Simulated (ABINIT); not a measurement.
Sb:

```xyz
2
Lattice="2.1542 1.2437 3.7580 -2.1542 1.2437 3.7580 0.0000 -2.4875 3.7580" Properties=species:S:1:pos:R:3 pbc="T T T"
Sb    0.0000    0.0000    8.6416
Sb    0.0000    0.0000    2.6324
```

Base run:

```yaml
Program: ABINIT 10.8.3 (patched build)
Functional: BLYP
Potentials_or_basis: JTH PAW PBE v2.0
Cutoff: 517 eV
k_mesh: 8 × 8 × 8
Occupations: fermi-dirac, width 0.05 eV
Spin: no spin polarisation
```

Its results: band gap on the k mesh none (metal or under the smearing width); pressure 6.6 GPa; largest force 0.138 eV/Å.

Problem. The run is repeated on the same cell with these changes: functional from BLYP to AM05. What comes out?

Solution. Band gap on the k mesh none (metal or under the smearing width); pressure -0.1 GPa; largest force 0.085 eV/Å.

AM05 binds more tightly than BLYP, so the same cell stands under less pressure.

Caveats: the PAW data sets were made with another functional, which shifts forces and pressure a little; spin-orbit coupling is left out, which moves the levels of the heavy elements.
